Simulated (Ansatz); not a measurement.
**C₂H₆O₂: a ladder of functionals and wavefunction methods**

One table from this session's results is given with a row withheld; the runs are named, their logs left out.

Program: Ansatz 0.2.0, Gaussian basis. Level of theory: functionals in def2-TZVPP, the program's frozen cores in correlated methods. These are calculated values, not measurements.

Plan: PBE-D4, r2SCAN-D4, PBE0-D4, B3LYP-D4, ωB97X-V, ωB97M-V, B2PLYP; CCSD(T)/def2-TZVPP; CCSD(T)/def2-QZVPP; extrapolation to the limit.

## The relaxed structure

All runs share one geometry, relaxed beforehand with PBE0-D4 in a triple-zeta def2 set.

SMILES `OCCO`, 10 atoms, charge 0, spin multiplicity 1.

Atoms are counted from 1 here; the program's logs count them from 0.

Bond lengths: O1–C2 1.405 Å, O1–H5 0.964 Å, C2–C3 1.511 Å, C2–H6 1.103 Å, C2–H7 1.094 Å, C3–O4 1.418 Å, C3–H8 1.092 Å, C3–H9 1.098 Å, O4–H10 0.961 Å. Angles: C2–O1–H5 106.3°, O1–C2–C3 111.3°, O1–C2–H6 110.9°, O1–C2–H7 107.6°, C3–C2–H6 109.4°, C3–C2–H7 110.1°, H6–C2–H7 107.4°, C2–C3–O4 110.8°, C2–C3–H8 109.7°, C2–C3–H9 110.6°, O4–C3–H8 105.7°, O4–C3–H9 111.6°, H8–C3–H9 108.3°, C3–O4–H10 108.4°.

Set-up of the first run:

in.yaml reads:

```yaml
crystal:
  periodic: [false, false, false]
  atoms:
    - {symbol: O, position_ang: [0.254616, -1.598981, 0.527534]}
    - {symbol: C, position_ang: [0.768999, -0.416663, -0.030409]}
    - {symbol: C, position_ang: [-0.336197, 0.463933, -0.566217]}
    - {symbol: O, position_ang: [-1.278228, 0.764424, 0.450355]}
    - {symbol: H, position_ang: [-0.527848, -1.343398, 1.029264]}
    - {symbol: H, position_ang: [1.358209, 0.146269, 0.712877]}
    - {symbol: H, position_ang: [1.449029, -0.700531, -0.838501]}
    - {symbol: H, position_ang: [-0.894432, -0.072199, -1.336988]}
    - {symbol: H, position_ang: [0.079546, 1.375568, -1.014250]}
    - {symbol: H, position_ang: [-0.873684, 1.381579, 1.066334]}
basis:
  gaussian: {orbitals: def2-TZVPP}
hamiltonian: {xc: pbe, dispersion: d4}
output: {forces: true, orbitals: {seedname: orbitals}}
```

The run is started by

```
$ ansatz run in.yaml --threads 2 --pin off --events-out ev --progress --plain --max-ram 32768MiB --backend cpu
```

Among the steps run: PBE-D4 (GGA); r2SCAN-D4 (meta-GGA); PBE0-D4 (hybrid); B3LYP-D4 (hybrid); ωB97X-V (range-separated); ωB97M-V (range-separated); B2PLYP (double hybrid); CCSD(T) in def2-TZVPP; CCSD(T) in def2-QZVPP.

One of the session's tables, all rows but one given; the rest of the session is left out.

```
            method  atomisation energy (eV)
            PBE-D4                   40.315
         r2SCAN-D4                   39.406
           PBE0-D4                   39.395
          B3LYP-D4                   39.306
           ωB97X-V                   39.403
           ωB97M-V                   39.493
            B2PLYP                        ?
     HF/def2-TZVPP                   27.801
    MP2/def2-TZVPP                   39.133
   CCSD/def2-TZVPP                   37.855
CCSD(T)/def2-TZVPP                   38.436
           MP2/CBS                   40.172
       CCSD(T)/CBS                   39.415
```

Estimate the missing values for B2PLYP.

The run gave: atomisation energy (eV): 38.965. In the column «atomisation energy (eV)» it lies between CCSD(T)/def2-TZVPP (38.436) and MP2/def2-TZVPP (39.133).
